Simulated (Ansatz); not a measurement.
**Ti2C: further runs on the relaxed cell**

The task here is to estimate one member of a computed series from the others.

Method: DFT r2SCAN, scalar-relativistic, plane waves, PAW, in Ansatz 0.2.0.

1 further run of the same task is left out (set aside as unsound or not needed).

### The starting structure

The structure is trigonal, space group R-3m (No. 166). Conventional cell: a = 3.078 Å, b = 3.078 Å, c = 14.463 Å, α = 90.00°, β = 90.00°, γ = 120.00°. Ti (site symmetry 3m) has 3 C at 2.11 Å as nearest neighbours. C (site symmetry -3m) has 6 Ti at 2.11 Å as nearest neighbours.

Coordinates:

```
Ti C
1.0
     1.53898    0.88853    4.82086
    -1.53898    0.88853    4.82086
     0.00000   -1.77706    4.82086
Ti C
2 1
Direct
  0.24521 0.24521 0.24521
  0.75479 0.75479 0.75479
  0.50000 0.50000 0.50000
```

It goes back to an entry of the Materials Project, which need not be the stable form.

It is the result of an earlier relaxation at this level (volume 13.18 Å³/atom; gap on the mesh: none (metal)).

Set-up of the first run:

File input.yaml:

```yaml
crystal:
  lattice:
    - [1.5234335716, 0.8795547827, 4.7721576066]
    - [-1.5234335716, 0.8795547827, 4.7721576066]
    - [0.0, -1.7591095653, 4.7721576066]
  atoms:
    - { symbol: Ti, position: [0.2452135243, 0.2452135243, 0.2452135243] }
    - { symbol: Ti, position: [0.7547864757, 0.7547864757, 0.7547864757] }
    - { symbol: C, position: [0.5, 0.5, 0.5] }
basis:
  ecutwfc: 500
kpoints:
  mp_grid: { grid: [18, 18, 18] }
hamiltonian:
  xc: r2scan
scf:
  occupations: { method: gaussian, width: 0.1 }
output:
  forces: true
  stress: true
  eigenvalues: true
relax:
  adjacent_minimum: "off"
  f_tol: 0.01
  max_steps: 30
  cell: { stress_tol: 0.1, fix: [volume] }
```

On the command line:

```console
$ ansatz run input.yaml --threads 1 --pin off --max-ram 2560MiB --backend cpu --events-out ev --progress --plain --runs-dir out
```

Steps of the session up to this table: Volume × 0.97; Point at V/V0 = 1.03; The cell scaled to 0.94 of its volume; Volume × 1.06; Volume × 0.91; Point at V/V0 = 1.10; The cell scaled to 0.88 of its volume.

One table of the session follows, with a row left open; its other results are not shown here.

It belongs to the step «Fit of the equation of state». 

| volume (Å³/atom) | energy above the lowest point (meV/atom) | pressure (GPa) |
| --- | --- | --- |
| 11.602 | 105.0 | 23.97 |
| 11.998 | 55.5 | 16.41 |
| 12.393 | 23.2 | 10.02 |
| 12.789 | 5.5 | 4.61 |
| 13.184 | 0.0 | 0.02 |
| 13.580 | 4.9 | -3.86 |
| 13.975 | ? | ? |
| 14.503 | 48.0 | -10.61 |

Estimate the missing values for volume (Å³/atom) = 13.975.

Worked estimate for «energy above the lowest point (meV/atom)». A straight line through the neighbours (13.580, 4.9) and (14.503, 48.0) gives 4.9 + (48.0 − 4.9) × (13.975 − 13.580) / (14.503 − 13.580) = 23.3; a parabola fitted to 3 rows on both sides gives 17.9.

The run gave: energy above the lowest point (meV/atom): 18.6; pressure (GPa): -7.11. In «energy above the lowest point (meV/atom)» the line misses by +4.7 and the parabola by -0.7.
